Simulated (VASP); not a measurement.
**SnTe: equation of state with PBE**

Crystal: SnTe.

```
Te Sn
1.0
     0.00000    3.61115    3.61115
     3.61115    0.00000    3.61115
     3.61115    3.61115    0.00000
Te Sn
1 1
Direct
  0.25000 0.25000 0.25000
  0.00000 0.00000 0.00000
```

Measurements of this composition are mostly on another form, of space group No. 225.

```yaml
Program: VASP 6.6.1
Task: equation of state
Functional: PBE
Potentials_or_basis: VASP PAW PBE potentials, release 64 (Te, Sn_d)
Cutoff: 520 eV
k_mesh: 7 × 7 × 7
Occupations: fermi-dirac, width 0.05 eV
Spin: no spin polarisation
Further_INCAR_settings: ALGO = Normal; EDIFF = 1e-07; NBANDS = 17
```

- Equilibrium volume: 47.00 Å³/atom
- Bulk modulus: 24 GPa
- Pressure derivative of the bulk modulus: 3.8

Energy against volume, from the lowest point:
```
volume (Å³/atom)  energy (meV/atom)
          44.265              13.35
          45.207               5.55
          46.149               1.20
          47.091               0.00
          48.033               1.66
          48.974               5.91
          49.916              12.51
```

All runs of the series together: 4.4 min on 1 thread of Intel(R) Xeon(R) 6975P-C (Granite Rapids) (shared host).

Spin-orbit coupling is left out, which matters for the levels of Te.
